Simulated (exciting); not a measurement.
The system is CuI (Marshite).

```xyz
2
Lattice="0.0000 3.0315 3.0315 3.0315 0.0000 3.0315 3.0315 3.0315 0.0000" Properties=species:S:1:pos:R:3 pbc="T T T"
I     0.0000    0.0000    0.0000
Cu    4.5473    4.5473    4.5473
```

Base run:

| Quantity | Value |
| --- | --- |
| Program | exciting (release sodium) |
| Functional | PBE |
| Potentials or basis | all-electron LAPW+lo, shipped species files, valence relativity iora* |
| rgkmax | 9 |
| k mesh | 8 × 8 × 8 |
| Occupations | fermi-dirac, width 0.05 eV |
| Spin | no spin polarisation |

Its results: band gap on the k mesh 1.12 eV, direct.

**Question.** The run is repeated on the same cell with these changes: functional from PBE to LDA. What comes out?

**Answer.** Band gap on the k mesh 0.95 eV, direct.

Caveats: spin-orbit coupling is left out, which moves the levels of the heavy elements; the tetrahedron DOS on this energy grid can lose part of the weight of narrow d or f bands (some runs).

Not every run made on this cell is shown here.
